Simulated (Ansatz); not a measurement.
Ca:

```
Ca
1.0
    -2.24000    2.24000    2.24000
     2.24000   -2.24000    2.24000
     2.24000    2.24000   -2.24000
Ca
1
Direct
  0.00000 0.00000 0.00000
```

This isn't the form of Ca at room conditions, which is fcc.

| Item | Value |
| --- | --- |
| Program | Ansatz 0.2.0 |
| Task | single point |
| Functional | PBE |
| Potentials or basis | all-electron LAPW, scalar-relativistic |
| Cutoff | 83 eV (chosen from the basis error) |
| Basis error allowed | 0.001 eV/atom |
| k mesh | 8 × 8 × 8 |
| Occupations | fermi-dirac, width 0.05 eV |
| Spin | no spin polarisation |

On this cell: pressure -1.0 GPa; band gap on the k mesh none (metal or under the smearing width).

The same run follows on a disturbed copy (cell strained at random at fixed volume):

```
Ca
1.0
    -2.25163    2.21383    2.23487
     2.21603   -2.23722    2.22267
     2.28387    2.26947   -2.25827
Ca
1
Direct
  0.01023 0.00536 0.01779
```

Task: What does the disturbed cell give?

Result: The energy (extrapolated to zero smearing) moves by +0.6 meV/atom; pressure -1.0 GPa; band gap on the k mesh none (metal or under the smearing width).

Stress tensor (GPa, compression positive):
```
-0.96 -0.17  0.18
-0.17 -0.97  0.11
 0.18  0.11 -0.99
```

Caveats: the cell was measured hot, at 740 K.
